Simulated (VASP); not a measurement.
A run of VASP 6.6.1 is set up as follows.

File INCAR:

```
SYSTEM = Ge
  PREC = Accurate
  ENCUT = 600
  EDIFF = 1E-6
  ISMEAR = -1
  SIGMA = 0.05
  LREAL = .FALSE.
  LASPH = .TRUE.
  NELM = 100
  ALGO = Fast
  ISIF = 3
  LWAVE = .FALSE.
  LCHARG = .FALSE.
  GGA = B5
  ALDAX = 1.0
  AGGAX = 1.0
  AGGAC = 1.0
  ALDAC = 0.0
  IVDW = 11
  VDW_S6 = 1.0
  VDW_S8 = 1.682
  VDW_SR = 1.094
  VDW_SR8 = 1.0
  IBRION = 2
  NSW = 60
  EDIFFG = -0.01
```

KPOINTS

```
Automatic mesh
0
G
  11 11 11
  0 0 0
```

The input POSCAR:

```
Ge
1.0
   -0.0282083000      2.1019966500      2.1134578200
    2.0716247400     -0.0325513900      2.1178009100
    2.0429605600      2.0776755600     -0.0038872100
Ge
1
Direct
    0.0000000000      0.0000000000      0.0000000000
```

Potentials or basis: VASP PAW PBE potentials, release 64 (Ge_d).

Run with:

```console
$ cat potpaw_PBE.64/Ge_d/POTCAR > POTCAR
$ mpirun -np 1 vasp_std > vasp.out
```

(1) What does it give for the space group after relaxing (to 0.05 Å)?

(2) Predict the relaxed volume.

(3) What does it give for the band gap on the k mesh?

(4) What does it give for the relaxed cell?

Answers

(1) Fm-3m (No. 225).

(2) 23.26 Å³/atom.

(3) none (metal or under the smearing width).

(4) a = 3.206 Å, b = 3.206 Å, c = 3.196 Å, α = 60.14°, β = 60.17°, γ = 59.86°.

Caveat: the volume moved by over 15 % at a fixed basis, so the end points are rough; the PAW data sets were made with another functional, which shifts forces and pressure a little; pairwise dispersion overbinds metals, which lowers pressure and volume.
